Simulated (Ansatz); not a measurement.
# TiAl₃: a jump of Ti

Level of theory: DFT PBE, scalar-relativistic, plane waves, PAW in Ansatz. (420 eV cutoff, 4×4×4 k-mesh, shifted by half a step, Gaussian smearing of 0.10 eV, no spin polarisation)

In a supercell of 20 host sites, interstitial Ti hops to an equivalent place, moving 0.70 Å between the relaxed ends. Climbing-image nudged elastic band at fixed cell with images 0 (start) to 4 (end), the path measured over all atoms, converged to 0.05 eV/Å; the order of the saddle wasn't checked, and the small cell leaves errors of about a tenth of an eV.

Start:

```yaml
crystal:
  lattice:
    - [-5.76802, -1.92267, -4.31140]
    - [1.92267, -5.76802, 4.31140]
    - [-1.92267, 5.76802, 4.31140]
  atoms:
    - { symbol: Ti, position: [0.39779, 0.79393, 0.59777] }
    - { symbol: Ti, position: [0.17835, 0.38232, 0.79476] }
    - { symbol: Ti, position: [0.13088, 0.05502, 0.99551] }
    - { symbol: Ti, position: [0.60188, 0.20548, 0.40357] }
    - { symbol: Ti, position: [0.82139, 0.61710, 0.20657] }
    - { symbol: Al, position: [0.45870, 0.38341, 0.14553] }
    - { symbol: Al, position: [0.20016, 0.90026, 0.28356] }
    - { symbol: Al, position: [0.99986, 0.49974, 0.50070] }
    - { symbol: Al, position: [0.54101, 0.61594, 0.85569] }
    - { symbol: Al, position: [0.79958, 0.09913, 0.71778] }
    - { symbol: Al, position: [0.71811, 0.67121, 0.57009] }
    - { symbol: Al, position: [0.50014, 0.23534, 0.73503] }
    - { symbol: Al, position: [0.32198, 0.82214, 0.94069] }
    - { symbol: Al, position: [0.88629, 0.05667, 0.37770] }
    - { symbol: Al, position: [0.09576, 0.44458, 0.14930] }
    - { symbol: Al, position: [0.49955, 0.76405, 0.26632] }
    - { symbol: Al, position: [0.28158, 0.32818, 0.43122] }
    - { symbol: Al, position: [0.11339, 0.94278, 0.62363] }
    - { symbol: Al, position: [0.67784, 0.17735, 0.06072] }
    - { symbol: Al, position: [0.90394, 0.55483, 0.85202] }
    - { symbol: Ti, position: [0.86884, 0.94438, 0.00583] }
```

Atom 21 jumps to (-5.130, -1.316, 3.961) Å.

Problem. Give the energy along the band and the structure at its top.

Solution.
```csv
image,path (Å),E − E(0) (eV),Ti x (Å),Ti y (Å),Ti z (Å),force on Ti (eV/Å)
0,0.00,0.000,-5.130,-1.316,4.662,0.00
1,0.46,0.134,-5.066,-1.325,4.530,0.26
2,0.93,0.345,-5.036,-1.314,4.311,0.03
3,1.39,0.134,-5.066,-1.325,4.093,0.26
4,1.85,0.000,-5.130,-1.316,3.961,0.00
```

Barrier 0.35 eV. Image 2:
```yaml
crystal:
  lattice:
    - [-5.76802, -1.92267, -4.31140]
    - [1.92267, -5.76802, 4.31140]
    - [-1.92267, 5.76802, 4.31140]
  atoms:
    - { symbol: Ti, position: [0.40211, 0.79546, 0.60665] }
    - { symbol: Ti, position: [0.16580, 0.37886, 0.78695] }
    - { symbol: Ti, position: [0.14557, 0.10030, 0.04527] }
    - { symbol: Ti, position: [0.59761, 0.20344, 0.39417] }
    - { symbol: Ti, position: [0.83391, 0.62004, 0.21387] }
    - { symbol: Al, position: [0.46269, 0.36357, 0.09912] }
    - { symbol: Al, position: [0.20062, 0.90859, 0.29202] }
    - { symbol: Al, position: [0.99986, 0.49945, 0.50041] }
    - { symbol: Al, position: [0.53703, 0.63533, 0.90170] }
    - { symbol: Al, position: [0.79910, 0.09030, 0.70880] }
    - { symbol: Al, position: [0.69654, 0.64177, 0.53123] }
    - { symbol: Al, position: [0.49986, 0.23307, 0.73403] }
    - { symbol: Al, position: [0.30318, 0.83359, 0.94606] }
    - { symbol: Al, position: [0.89278, 0.05066, 0.35750] }
    - { symbol: Al, position: [0.10693, 0.46361, 0.15869] }
    - { symbol: Al, position: [0.49986, 0.76583, 0.26679] }
    - { symbol: Al, position: [0.30318, 0.35712, 0.46959] }
    - { symbol: Al, position: [0.10693, 0.94824, 0.64332] }
    - { symbol: Al, position: [0.69654, 0.16531, 0.05476] }
    - { symbol: Al, position: [0.89278, 0.53529, 0.84213] }
    - { symbol: Ti, position: [0.85414, 0.89860, 0.95554] }
```

Cost: 1 run of about 43 core-minutes, on Arm Neoverse V1 (shared hosts).